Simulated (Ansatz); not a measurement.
# B (Pmmn) in Ansatz: reference runs

Aim: a first look at B with PBE, on the cell as given and on a disturbed one.

Everything below comes from runs of Ansatz 0.2.0. Logs are shortened: lines on timing, memory, paths and dates and some standing lists are left out, and cuts for length are marked.

## (1) Starting point

Symmetry: Pmmn, No. 59, orthorhombic system. The conventional cell has a = 1.625 Å, b = 2.866 Å, c = 3.914 Å, α = 90.00°, β = 90.00°, γ = 90.00°. B (site symmetry mm2) has 6 B at 1.62 to 1.86 Å as nearest neighbours.

The cell was built by a generator and needn't be a form met in nature.

## (2) Single point, PBE

Contents of input.yaml:

```yaml
crystal:
  lattice:
    - [1.62456, 0.0, 0.0]
    - [0.0, 2.86615, 0.0]
    - [0.0, 0.0, 3.9144]
  atoms:
    - { symbol: B, position: [0.0, 0.5, 0.60926] }
    - { symbol: B, position: [0.5, 0.0, 0.39074] }
hamiltonian:
  xc: pbe
  pseudopotentials: { kind: paw }
kpoints:
  mp_grid: { grid: [16, 9, 7] }
scf:
  occupations: { method: fermi_dirac, width: 0.05 }
output:
  forces: true
  stress: true
  eigenvalues: true
```

Potentials or basis: Ansatz PAW.

On the command line:

```sh
> ansatz run input.yaml --threads 2 --pin off --max-ram 5632MiB --backend cpu --events-out ev --progress --plain --runs-dir out
```

What it wrote:

```text
Warning: RAYON_NUM_THREADS=2 ignored (pool sized by the plan → 2); use --threads N
Engine: ansatz 0.2.0, x86_64-unknown-linux-gnu
Pseudopotentials: kind: paw
Pseudopotential: B, paw, valence charge 3, recommended cutoff 420 eV (normal), B.paw.azcp
Functional definition: PBE
  parameter kappa = 0.804
  parameter beta = 0.06672455060314922
  exchange = pbe_x(kappa = kappa, mu = beta*pi^2/3)
  correlation = pbe_c(beta = beta)
Crystal: 2 atoms, lattice volume = 18.226 Å³
Basis set: ecut = 420 eV, 361 PW (Γ), exchange–correlation on 24×40×54 points (8 copies of the dense FFT grid, shifted against one another)
Bands: 7, of which v1, the nominal top of the filled ones, is band 3 counted from 1 (2 counted from 0)
Symmetry: 8 space group operations
Space group: Pmmn (ITA 59), of the structure as read, at distance tolerance 2.6e-5 Å
k-points: 180 of 1008
Non-local potential: B, projectors of the file, l = 0: 2, l = 1: 2, l = 2: 1
PAW form: soft (Blöchl's): semilocal exchange-correlation on the pseudo side does not see the compensation charge
PAW one-centre angular grid: B, 110 points (default); XC on 64 Gauss nodes
Initial density: superposition of atomic densities (neutral atoms: chi_scale 0, normalization atom), corrected by the library's trained network
Initial wavefunctions: pseudopotential atomic-orbital guess
Functional: x = pbe(κ = 0.804, μ = 0.2195149727645171), c = pbe(β = 0.06672455060314922)
SCF iter   1: F=—  HF=-310.891090 eV  |F-HF|=—  |Δ(HF+E_count)|=         —  Δρ=1.25e-2  dr2=5.13e-2  ethr=1.77e-3  ⟨swp⟩=5.0  Hψ=9183  notcnv=0
preconditioner: auto → none  [metal: Δε(μ)=0.006 eV  Ē_g=14.581 eV  σ=0.050 eV  W_gap=0.03  n_scr=4 (ndim 8)  ℏωp=21.3 eV  f_vac=0.000  D(μ)=0.41/eV (n_scr^D=2)  sad-step TF]
SCF iter   2: F=—  HF=-310.880753 eV  |F-HF|=—  |Δ(HF+E_count)|=   1.03e-2  Δρ=7.42e-3  dr2=2.16e-2  ethr=8.55e-4  ⟨swp⟩=1.0  Hψ=2701  notcnv=0
SCF iter   3: F=—  HF=-310.872727 eV  |F-HF|=—  |Δ(HF+E_count)|=   8.03e-3  Δρ=9.58e-4  dr2=1.37e-4  ethr=3.60e-4  ⟨swp⟩=2.5  Hψ=2244  notcnv=0  defer=3
SCF iter   4: F=—  HF=-310.872780 eV  |F-HF|=—  |Δ(HF+E_count)|=   5.23e-5  Δρ=9.11e-5  dr2=1.15e-6  ethr=2.28e-6  ⟨swp⟩=2.1  Hψ=1688  notcnv=0  defer=37
SCF iter   5: F=—  HF=-310.872781 eV  |F-HF|=—  |Δ(HF+E_count)|=   1.57e-6  Δρ=8.50e-6  dr2=7.44e-9  ethr=1.92e-8  ⟨swp⟩=2.2  Hψ=1538  notcnv=0  defer=40
SCF iter   6: F=-310.872781 eV  HF=-310.872781 eV  |F-HF|=3.62e-11  |Δ(HF+E_count)|=   1.20e-8  Δρ=8.73e-7  dr2=1.27e-10  ethr=1.24e-10  ⟨swp⟩=3.0  Hψ=4713  notcnv=0
SCF 1 converged in 6 iterations: F = -310.872781 eV  dr2 = 1.27e-10
SCF converged after 6 iterations
Free energy (F): -310.872781 eV
Harris-Foulkes:  -310.872781 eV  (|F-HF|=3.62e-11)
Internal energy: -310.869660 eV  (E = F + TS)
E sigma→0 (E₀):  -310.871221 eV
Entropy (-TS):   -0.003121 eV (-1.560 meV/atom)
Fermi energy:    6.890296 eV
--- Per-component energies (eV) ---
  E_band       = -2.231169
  E_kinetic    = 97.847207
  E_local      = -112.905009  (includes V_loc(G=0)·N_el)
  E_nonlocal   = 23.154201
  E_hartree    = 35.341644
  E_xc         = -63.807854
  E_vxc        = -75.617854  (∫ρ·V_xc dr)
  E_paw        = -157.256472  (= ΣΔE_a)
  E_vpaw       = -5.393071  (= ΣTr[D̂ρ^β])
  E_aug_tail   = -0.000007  (compensation charges beyond the density's cutoff)
  E_ewald      = -133.243371
  E_smearing   = -0.003121  (= −TS)
  E_closure    = -0.000000  (closes the sum)
  Σ components = -310.872781   (vs F -310.872781, Δ=0.00e0)
--- Forces (eV/Å), atoms counted from 1 ---
  atom   1  B      0.00000000     0.00000000     0.00810885
  atom   2  B      0.00000000     0.00000000    -0.00810885
  max |Σ_I F_I| component: 0.00e0 eV/Å
--- Stress (GPa, compression-positive) ---
       -1.002498       0.000000       0.000000
        0.000000       1.713866       0.000000
        0.000000       0.000000      -0.282074
  P = ⅓ Tr σ = 0.1431 GPa (1.431 kbar)
--- Band table (eV; the first three rows and the last of 180) ---
  k-point 0: bands = ["-9.2233", "1.0281", "1.5797", "4.4995", "9.8415", "15.1625", "18.3128"]
  k-point 1: bands = ["-9.1797", "0.4020", "1.5975", "5.3660", "9.8784", "14.9314", "17.9686"]
  k-point 2: bands = ["-9.0772", "-0.5522", "1.6378", "6.9358", "9.9610", "14.4659", "17.4014"]
  k-point 179: bands = ["0.7556", "0.7556", "10.5338", "10.5338", "14.4052", "14.4052", "15.4123"]
```

It took 2.1 s on 2 threads of Intel Xeon at 2.50GHz (Skylake/Cascade Lake), shared host; peak memory 0.31 GiB.

Results:

- Free energy: -310.8728 eV
- Pressure: 0.1 GPa
- Largest force: 0.008 eV/Å
- Band gap on the k mesh: none (metal or under the smearing width)

Forces in eV/Å, atoms in the order of the input:
```
B    0.000  0.000  0.008
B    0.000  0.000 -0.008
```

Caveat: this functional lacks dispersion, which binds the layers, so the pressure and a relaxed spacing across them are unreliable.

## (3) Single point, PBE (atoms moved at random, drawn with an rms of 0.05 Å)

Edit input.yaml of step 2 so:

```diff
@@ -6,4 +6,4 @@
   atoms:
-    - { symbol: B, position: [0.0, 0.5, 0.60926] }
-    - { symbol: B, position: [0.5, 0.0, 0.39074] }
+    - { symbol: B, position: [-2.0e-05, 0.512092, 0.615896] }
+    - { symbol: B, position: [0.514032, 0.005465, 0.397527] }
 hamiltonian:
```

Potentials or basis: Ansatz PAW.

On the command line:

```sh
> ansatz run input.yaml --threads 2 --pin off --max-ram 5632MiB --backend cpu --events-out ev --progress --plain --runs-dir out
```

Run time: 5.1 s. Hardware: 2 threads of Intel Xeon at 2.50GHz (Skylake/Cascade Lake), shared host; peak memory 0.37 GiB.

The run converged. Its results:

```yaml
Free_energy: -310.8687 eV
Pressure: 0.2 GPa
Largest_force: 0.277 eV/Å
Band_gap_on_the_k_mesh: none (metal or under the smearing width)
```

Forces in eV/Å, atoms in the order of the input:
```
B    0.227 -0.158  0.018
B   -0.227  0.158 -0.018
```

Stress tensor (GPa, compression positive):
```
-0.94 -0.14  1.70
-0.14  1.88 -1.19
 1.70 -1.19 -0.22
```

Levels at points of the mesh, in eV from the Fermi level:
```tsv
k point	band 1	band 2	band 3	band 4	band 5	band 6	band 7
(0.00, 0.00, 0.00)	-16.11	-5.86	-5.31	-2.39	2.94	8.29	11.42
(-0.50, 0.00, 0.00)	-7.10	-6.91	6.49	6.54	7.21	7.64	10.41
```
